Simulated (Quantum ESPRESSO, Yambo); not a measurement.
# A GW chain in Yambo: CdSe (Cadmoselite), part 3 of 3

How does a plane-wave GW calculation on CdSe (Cadmoselite) run from the first input to the gap?

Quantum ESPRESSO 7.5 and Yambo 5.3.0; PBE and many-body steps on it, plane waves. Known limits of the many-body steps: not at the basis limit; no spin-orbit coupling; coarse k mesh.

So far. Step 3 (Bands along the symmetry lines): The gap is 0.704 eV, as in the run before at this level. Step 4 (Empty states on the mesh, 3×3×2 mesh, 209 bands): On this mesh the gap is 0.704 eV.

The database entry behind the starting cell differs from later determinations by our own check (inner coordinate of an old entry), so it need not match the best structure at ambient conditions.

### 6. Screening and self-energy, 3×3×2 mesh, 209 bands, screening to 129.3 eV

G0W0 replaces the xc potential by the self-energy, built once from these orbitals. Only a window of levels is corrected, while the sums run over the empty bands that the input names.

This step: G0W0 on PBE, plane waves, norm-conserving pseudopotentials.

File gw1.in:

```
HF_and_locXC
gw0
dyson
ppa
em1d
rim_cut
RandQpts= 1000000
RandGvec= 1 RL
EXXRLvcs= 104 Ry
VXCRLvcs= 416 Ry
Chimod= "HARTREE"
% BndsRnXp
 1 | 209 |
%
NGsBlkXp= 9.5 Ry
% LongDrXp
 1 | 1 | 1 |
%
% GbndRnge
 1 | 209 |
%
DysSolver= "n"
ExtendOut
PPAPntXp= 27.21138 eV
% QPkrange
 1 | 1 | 43 | 46 |
%
```

Run with:

```bash
> OMP_NUM_THREADS=1 mpirun -n 8 yambo -F gw1.in -J gw1 -C gw1 > gw1.log
```

Log:

```text
 Yambo, version 5.3.0

 [02] CORE Variables Setup
 =========================

  [... cell, symmetries and grids as in the set-up ...]

  [02.05] Energies & Occupations
  ==============================

  [X] === General ===
  [X] Electronic Temperature                        :  0.000000  0.000000 [eV K]
  [X] Bosonic    Temperature                        :  0.000000  0.000000 [eV K]
  [X] Finite Temperature mode                       : no
  [X] El. density                                   :  0.78285E+24 [cm-3]
  [X] Fermi Level                                   :  8.092666 [eV]

  [X] === Gaps and Widths ===
  [X] Conduction Band Min                           :  0.703775 [eV]
  [X] Valence Band Max                              :  0.000000 [eV]
  [X] Filled Bands                                  :   44
  [X] Empty Bands                                   :   45  209
  [X] Direct Gap                                    :  0.703775 [eV]
  [X] Direct Gap localized at k                     :  1
  [X] Indirect Gap                                  :  0.703775 [eV]
  [X] Indirect Gap between kpts                     :  1  1
  [X] Last valence band width                       :  1.779171 [eV]
  [X] 1st conduction band width                     :  3.696325 [eV]

 [03] Transferred momenta grid and indexing
 ==========================================

 IBZ Q-points                                      :   6
 BZ  Q-points                                      :  18

 K/Q-points units:
 rlu = crystal or reduced units; cc = cartesian coordinates; iku = interal k-units

 Q [1]          [rlu]:  0.000000  0.000000  0.000000
 Q [2]          [rlu]:  0.000000  0.000000 -0.500000
 Q [3]          [rlu]: -0.12136E-16  0.33333       0.0000
 Q [4]          [rlu]: -0.12136E-16  0.33333     -0.50000
 Q [5]          [rlu]:  0.333333  0.333333  0.000000
 Q [6]          [rlu]:  0.333333  0.333333 -0.500000

 [04] Coloumb potential Random Integration (RIM)
 ===============================================

  [04.01] RIM initialization
  ==========================

  * Diagonal components only detected *

  8 x (sBL volume)        :  0.145330 [a.u.]
  sBZ random points       :  1000000
  Points outside the sBZ  :   7980387
  RL volume               :  0.326993 [a.u.]
  Integrated volume       :  0.327797 [a.u.]

  [04.02] RIM integrals
  =====================

  Gamma point sphere radius             :  0.095368 [a.u.]
  Points outside the sphere             :   800063
  [Int_sBZ(q=0) 1/q^2]*(Vol_sBZ)^(-1/3) =:  7.697419
                                 should be <:  7.795600

  Summary of Coulomb integrals for non-metallic bands |Q|[au] RIM/Bare

  Q [1] 0.100000E-4 0.987406 * Q [2] 0.236818 0.992990
  Q [3] 0.297619 1.087479 * Q [4] 0.380341 1.048230
  Q [5] 0.515491 1.031768 * Q [6] 0.567286 1.024597

 [05] Dipoles
 ============

  [05.01] Setup: observables and procedures
  =========================================

  [WARNING] [x,Vnl] slows the Dipoles computation. To neglect it rename the ns.kb_pp file

 [06] Dynamic Dielectric Matrix (PPA)
 ====================================

 [SLK-Inversion]  Pools        :  2
 [SLK-Inversion]  BLACS grid   :  2  2

 [WR./gw1//ndb.pp]---------------------------------------------------------------
  Brillouin Zone Q/K grids (IBZ/BZ)                :   6  18   6  18
  RL vectors                                       :  15861 [WF]
  Coulomb cutoff potential                         : none
  Electronic Temperature                           :  0.000000 [K]
  Bosonic    Temperature                           :  0.000000 [K]
  PPA    diel. fun.  energies                      : Perdew, Burke & Ernzerhof(X)+Perdew, Burke & Ernzerhof(C)
  wavefunctions                                    : Perdew, Burke & Ernzerhof(X)+Perdew, Burke & Ernzerhof(C)
  Global Gauge                                     : length
  X matrix size                                    :   403
  X band range                                     :    1  209
  X e/h energy range                               : -1.000000 -1.000000 [eV]
  X Time ordering                                  : R
  X Hxc Kernel                                     : HARTREE
  X Drude frequency                                :  0.000000  0.000000
  X poles                                          :  100.0000 [o/o]
  RL vectors in the sum                            :  15861
  [r,Vnl] included                                 : yes
  Field direction                                  :  0.577350E-5  0.577350E-5  0.577350E-5
  BZ energy Double Grid                            : no
  BZ energy DbGd points                            : 0
  BZ Q point size factor                           : -1.000000
  X Optical Averaged directions                    : none

 [07] Local Exchange-Correlation + Non-Local Fock
 ================================================

 [VXC] Plane waves :  108753
 [EXS] Plane waves :  13597

 QP @ state[ 1 ] K range:  1  1
 QP @ state[ 1 ] b range:   43   46

 [xc] Functional : Perdew, Burke & Ernzerhof(X)+Perdew, Burke & Ernzerhof(C)
 [xc] LIBXC used to calculate xc functional
  PP Number of Atomic Species                      :  2
  NLCC RL compoments                               :  108753
  PP Number of Atomic Species                      :  2
  NLCC RL compoments                               :  108753

 [xc] E_xc :  -81.16671 [Ha]
      E_xc :  -162.3334 [Ry]

  Local XC kind (lXC) : Perdew, Burke & Ernzerhof(X)+Perdew, Burke & Ernzerhof(C)
  Non-Local XC kind (nlXC) : Hartree-Fock

  Corrections @ K [1] :  [eV]
 <43|nlXC|43> = -18.61546 -0.18933E-16 <43|lXC|43> = -16.06651  0.000000
 <44|nlXC|44> = -18.61532  0.98002E-17 <44|lXC|44> = -16.06651  0.000000
 <45|nlXC|45> = -8.092770 -0.19627E-17 <45|lXC|45> = -11.82638  0.000000
 <46|nlXC|46> = -7.294778 -0.36498E-17 <46|lXC|46> = -11.48394  0.000000

 [08] Dyson equation: Newton solver
 ==================================

  [08.01] G0W0 (W PPA)
  ====================

  [  GW  ] Bands range     :    1  209
  [GW/PPA] G damping       :  0.100000 [eV]

  QP @ state[ 1 ] K range:  1  1
  QP @ state[ 1 ] b range:   43   46

   Sc/G bands                                       :    1  209
   Sc/G damping                                     :  0.100000 ev
   Sc bands terminator                              : no
   Sx RL components                                 :  13597

   QP @ state[ 1 ] K range                          :  1  1
   QP @ state[ 1 ] b range                          :   43   46
   GF energies kind                                 : Perdew, Burke & Ernzerhof(X)+Perdew, Burke & Ernzerhof(C)
   GF WF`s kind                                     : Perdew, Burke & Ernzerhof(X)+Perdew, Burke & Ernzerhof(C)
   Xs energies kind                                 : Perdew, Burke & Ernzerhof(X)+Perdew, Burke & Ernzerhof(C)
   Xs WF`s kind                                     : Perdew, Burke & Ernzerhof(X)+Perdew, Burke & Ernzerhof(C)

 [11] Game Over & Game summary
```

The job ended after 2.7 min (8 MPI ranks of AMD EPYC 7R43, shared host; peak memory 7.1 GiB; 21 min of CPU time).

This step gave:

| Quantity | Value |
| --- | --- |
| G0W0 gap on the points computed | 1.285 eV |
| starting gap on the mesh | 0.7038 eV |
| k of the valence top | 0, 0, 0 |
| k of the conduction bottom | 0, 0, 0 |
| least direct G0W0 gap on the computed points | 1.285 eV |
| Z at the valence top | 0.7926 |
| Z at the conduction bottom | 0.8129 |

The gap on the mesh goes from 0.70 eV to 1.28 eV, a correction of +0.58 eV.

Limits: finite bands, cutoff and mesh; no spin-orbit coupling; coarse k mesh. v1 is the top filled band, c1 the lowest empty one. Levels before and after the correction, in eV, zero at the valence-band top of each column:

```tsv
	conduction bottom	valence top
Kohn-Sham	0.70	0.00
G0W0	1.28	0.00
```

```tsv
	level	energy (eV)
Kohn-Sham	Γ v2-v1	0.000
Kohn-Sham	Γ c1	0.704
Kohn-Sham	Γ c2	2.123
G0W0	Γ v2-v1	0.000
G0W0	Γ c1	1.285
G0W0	Γ c2	2.812
```

### 7. Where the time went

Times are wall times on the hardware named with each run, good to a factor of about two.

```tsv
step	time	share	memory (GiB)
ground state	34 s	14 %	1.5
bands along the symmetry lines	20 s	8 %	1.2
empty states on the mesh	30 s	12 %	1.5
conversion and set-up	4 s	2 %	0.25
screening and self-energy	2.7 min	65 %	7.1
```

### 8. Outcome

| Item | Value |
| --- | --- |
| PBE gap | 0.70 eV, direct |
| G0W0 gap on the mesh | 1.28 eV |
| GW settings | 3×3×2 mesh, 209 bands, screening to 129.3 eV, Godby-Needs plasmon pole |
| known limits | not at the basis limit; no spin-orbit coupling; coarse k mesh |

In words: G0W0 moves the gap on the mesh from 0.70 eV to 1.28 eV (+0.58 eV), with Z of 0.79 and 0.81 at the edges. Only 1 of the mesh's irreducible points was corrected, so a valley elsewhere could overtake. The dearest step here is «screening and self-energy». Bands and cutoff are finite, so the gap is not at the basis limit. The miss can reach some tenths of an eV and take either sign; the mesh is an error of its own. In the G0W0 run levels were corrected at 1 k point alone, so a gap called «on the mesh» is the least over those, and an edge elsewhere would be missed. The 3×3×2 mesh is coarse for this cell, which bears on the long-range parts of exchange and screening. The many-body steps are scalar-relativistic: spin-orbit coupling is not in them.

[Paths, hosts, dates, memory and timing lines, banners, echoed tables and standing remarks are left out of the program output.]

[Logs are printed without paths, hosts, clocks, repeated set-up lines and the standing remarks that a program may print on its own settings, such as how far it seeks lower states.]

[Runs of the session that timed out or met a known fault of the program may be left out.]

[Hosts, paths, dates, database ids (printed as entryN), source tags and the programs' standing remarks are cut or masked in the printed files.]
